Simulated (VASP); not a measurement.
Set up this calculation in VASP 6.6.1, as the native input.

* Task: relaxation of cell and atoms
* Functional: PBE
* Potentials or basis: VASP PAW PBE potentials, release 64 (Mo_sv, S)
* Cutoff: 600 eV
* k mesh: 7 × 7 × 7
* Occupations: methfessel-paxton, width 0.15 eV
* Spin: no spin polarisation
* Dipole correction: no
* Further INCAR settings: ALGO = Fast; EDIFF = 1e-06; IBRION = 2; EDIFFG = -0.02; NSW = 60; ISIF = 3

The structure of MoS2 lies in POSCAR:

```
MoS2
1.0
    1.5800000000      0.9122134300      6.1500000000
   -1.5800000000      0.9122134300      6.1500000000
    0.0000000000     -1.8244268500      6.1500000000
Mo S
1 2
Direct
    0.0000000000      0.0000000000      0.0000000000
    0.2500000000      0.2500000000      0.2500000000
    0.4170000000      0.4170000000      0.4170000000
```

Measurements of this composition are mostly on another form, of space group No. 194.

These files were run (other wordings do the same):

INCAR

```
SYSTEM = MoS2
ALGO = Fast
EDIFF = 1E-6
EDIFFG = -0.02
ENCUT = 600
GGA = PE
IBRION = 2
ISIF = 3
ISMEAR = 1
LASPH = .TRUE.
LCHARG = .FALSE.
LREAL = .FALSE.
LWAVE = .FALSE.
NELM = 100
NSW = 60
PREC = Accurate
SIGMA = 0.15
```

KPOINTS

```
k-points
0
G
  7 7 7
  0 0 0
```

Potentials or basis: VASP PAW PBE potentials, release 64 (Mo_sv, S).

Run with:

```bash
$ cat potpaw_PBE.64/Mo_sv/POTCAR potpaw_PBE.64/S/POTCAR > POTCAR
$ mpirun -np 1 vasp_std > vasp.out
```

It gave:

```
Relaxed volume                         : 21.05 Å³/atom
Relaxed cell                           : a = 7.426 Å, b = 7.426 Å, c = 7.426 Å, α = 24.76°, β = 24.76°, γ = 24.76°
Space group after relaxing (to 0.05 Å) : R3m (No. 160)
Energy gained by relaxing              : 20.9 meV/atom
Ionic steps                            : 26
Pressure after relaxing                : 0.0 GPa
Largest force after relaxing           : 0.008 eV/Å
Band gap on the k mesh                 : 1.61 eV, indirect (least direct gap 2.14 eV)
```

Caveat: the volume moved by over 15 % at a fixed basis, so the end points are rough; an odd mesh through Γ misses points on the zone boundary, where band edges often lie; the volume moved by +19 % from the deposited cell, more than functionals usually miss.

Wall time 32 min on 1 thread of AMD EPYC 9R45 96-Core Processor (Zen 5) (shared host), peak memory 0.41 GiB.
